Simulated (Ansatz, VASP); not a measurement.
**Sn3Se: VASP beside Ansatz**

INCAR

```
ALGO = Normal
EDIFF = 1E-6
ENCUT = 520
GGA = PE
ISIF = 2
ISMEAR = -1
LASPH = T
LCHARG = T
LELF = T
LREAL = F
LVHAR = T
LWAVE = F
NBANDS = 32
NELM = 60
PREC = Accurate
SIGMA = 0.1
```

File KPOINTS:

```
k-points
0
Gamma
  5 5 5
```

The input POSCAR:

```
Sn3Se
1.0
    4.6560342127      0.0000000000      0.0000000000
    0.0000000000      4.6560342127      0.0000000000
    0.0000000000      0.0000000000      4.6560342127
Sn Se
3 1
Direct
    0.0000000000      0.5000000000      0.5000000000
    0.5000000000      0.0000000000      0.5000000000
    0.5000000000      0.5000000000      0.0000000000
    0.0000000000      0.0000000000      0.0000000000
```

Input for Ansatz:

```yaml
crystal:
  lattice:
    - [4.656034212711152, 0.0, 0.0]
    - [0.0, 4.656034212711152, 0.0]
    - [0.0, 0.0, 4.656034212711152]
  atoms:
    - { symbol: Sn, position: [0.0, 0.5, 0.5] }
    - { symbol: Sn, position: [0.5, 0.0, 0.5] }
    - { symbol: Sn, position: [0.5, 0.5, 0.0] }
    - { symbol: Se, position: [0.0, 0.0, 0.0] }
basis:
  ecutwfc: 450.0
kpoints:
  mp_grid:
    grid: [5, 5, 5]
hamiltonian:
  xc: pbe
scf:
  occupations:
    method: fermi_dirac
    width: 0.1
output:
  stress: true
```

The cell comes from a database or a generator and needn't be the stable form of this composition.

Alike in both runs: task single point; functional PBE; k mesh 5 × 5 × 5; occupations fermi-dirac, width 0.1 eV; no spin polarisation.

|  | VASP | Ansatz |
| --- | --- | --- |
| version | VASP 6.6.1 | Ansatz 0.2.0 |
| potentials or method | VASP PAW PBE potentials, release 64 (Sn_d, Se) | plane waves, PAW |
| plane-wave cutoff (eV) | 520 | 450 |
| valence electrons in the cell | 48 | 58 |

```tsv
	VASP	Ansatz	Ansatz less VASP
pressure (GPa)	3.5	3.5	+0.04
```

The two sets of potentials don't hold the same shells in valence.
